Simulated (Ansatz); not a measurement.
input.yaml (Ansatz)

```yaml
crystal:
  lattice:
    - [4.4690434462, 0.0, 0.0]
    - [-2.2345217231, 3.8703051551, 0.0]
    - [0.0, 0.0, 5.8571823784]
  atoms:
    - { symbol: Te, position: [0.2684005468, 1.0, 0.3333333333] }
    - { symbol: Te, position: [0.0, 0.2684005468, 0.6666666667] }
    - { symbol: Te, position: [0.7315994532, 0.7315994532, 0.0] }
hamiltonian:
  xc: pbe
  pseudopotentials:
    kind: paw
    azcp:
      Te: "pseudopotentials/Te.paw.azcp"
basis:
  ecutwfc: 420
  fft_grid_basis: typed
kpoints:
  mp_grid: { grid: [8, 8, 5], shift: [0, 0, 0] }
magnetization:
  spin_polarized: false
scf:
  occupations: { method: fermi_dirac, width: 0.05 }
output:
  stress: true
```

Output

```
Engine: ansatz 0.2.0, x86_64-unknown-linux-gnu
Pseudopotentials: kind: paw
Pseudopotential: Te, paw, valence charge 16, recommended cutoff 420 eV (normal) 
Functional definition: PBE
  parameter kappa = 0.804
  parameter beta = 0.06672455060314922
  exchange = pbe_x(kappa = kappa, mu = beta*pi^2/3)
  correlation = pbe_c(beta = beta)
Crystal: 3 atoms, lattice volume = 101.309 Å³
Basis set: ecut = 420 eV, 1969 PW (Γ)
Bands: 28, of which v1, the nominal top of the filled ones, is band 24 counted from 1 (23 counted from 0)
Symmetry: 6 space group operations
Space group: P3121 (ITA 152), of the structure as read, at distance tolerance 4.7e-5 Å
k-points: 40 of 320 (time reversal used)
Non-local potential: Te, projectors of the file, l = 0: 2, l = 1: 2, l = 2: 2, l = 3: 2
PAW form: soft (Blöchl's): semilocal exchange-correlation on the pseudo side does not see the compensation charge
PAW one-centre angular grid: Te, 590 points (default); XC on 64 Gauss nodes
Initial density: superposition of atomic densities (neutral atoms: chi_scale 0, normalization atom), corrected by the library's trained network
Initial wavefunctions: pseudopotential atomic-orbital guess
Functional: x = pbe(κ = 0.804, μ = 0.2195149727645171), c = pbe(β = 0.06672455060314922)
SCF iter   1: F=—  HF=-20939.851396 eV  |F-HF|=—  |Δ(HF+E_count)|=         —  Δρ=1.22e-3  dr2=9.46e-4  ethr=1.77e-3  ⟨swp⟩=7.1  Hψ=5045  notcnv=0
SCF iter   2: F=—  HF=-20939.849937 eV  |F-HF|=—  |Δ(HF+E_count)|=   1.46e-3  Δρ=7.13e-4  dr2=3.04e-4  ethr=1.97e-6  ⟨swp⟩=3.0  Hψ=2610  notcnv=0
SCF iter   3: F=—  HF=-20939.850266 eV  |F-HF|=—  |Δ(HF+E_count)|=   3.29e-4  Δρ=3.65e-4  dr2=8.87e-5  ethr=6.34e-7  ⟨swp⟩=2.7  Hψ=1917  notcnv=0
SCF iter   4: F=—  HF=-20939.850417 eV  |F-HF|=—  |Δ(HF+E_count)|=   1.51e-4  Δρ=5.85e-5  dr2=2.85e-6  ethr=1.85e-7  ⟨swp⟩=2.0  Hψ=1483  notcnv=0
SCF iter   5: F=—  HF=-20939.850419 eV  |F-HF|=—  |Δ(HF+E_count)|=   2.42e-6  Δρ=2.23e-5  dr2=3.80e-7  ethr=5.93e-9  ⟨swp⟩=2.2  Hψ=2054  notcnv=0
SCF iter   6: F=-20939.850419 eV  HF=-20939.850419 eV  |F-HF|=6.24e-9  |Δ(HF+E_count)|=   9.93e-8  Δρ=5.33e-6  dr2=3.45e-8  ethr=2.08e-10  ⟨swp⟩=5.0  Hψ=3866  notcnv=0
SCF 1 converged in 6 iterations: F = -20939.850419 eV  dr2 = 3.45e-8
SCF converged after 6 iterations
Free energy (F): -20939.850419 eV
Harris-Foulkes:  -20939.850419 eV  (|F-HF|=6.24e-9)
Internal energy: -20939.850323 eV  (E = F + TS)
E sigma→0 (E₀):  -20939.850371 eV
Entropy (-TS):   -0.000097 eV (-0.032 meV/atom)
Fermi energy:    9.032162 eV
--- Per-component energies (eV) ---
  E_band       = -794.998397
  E_kinetic    = 540.611879
  E_local      = -3819.186453  (includes V_loc(G=0)·N_el)
  E_nonlocal   = -931.235097
  E_hartree    = 2432.325669
  E_xc         = -372.475718
  E_vxc        = -311.719330  (∫ρ·V_xc dr)
  E_paw        = -13985.914097  (= ΣΔE_a)
  E_vpaw       = -1138.120026  (= ΣTr[D̂ρ^β])
  E_aug_tail   = -0.000525  (compensation charges beyond the density's cutoff)
  E_ewald      = -4803.975980
  E_smearing   = -0.000097  (= −TS)
  E_closure    = 0.000000  (closes the sum)
  Σ components = -20939.850419   (vs F -20939.850419, Δ=0.00e0)
--- Stress (GPa, compression-positive) ---
        1.639461       0.000000       0.000000
        0.000000       1.639461      -0.000000
        0.000000      -0.000000       2.615608
  P = ⅓ Tr σ = 1.9648 GPa (19.648 kbar)
```
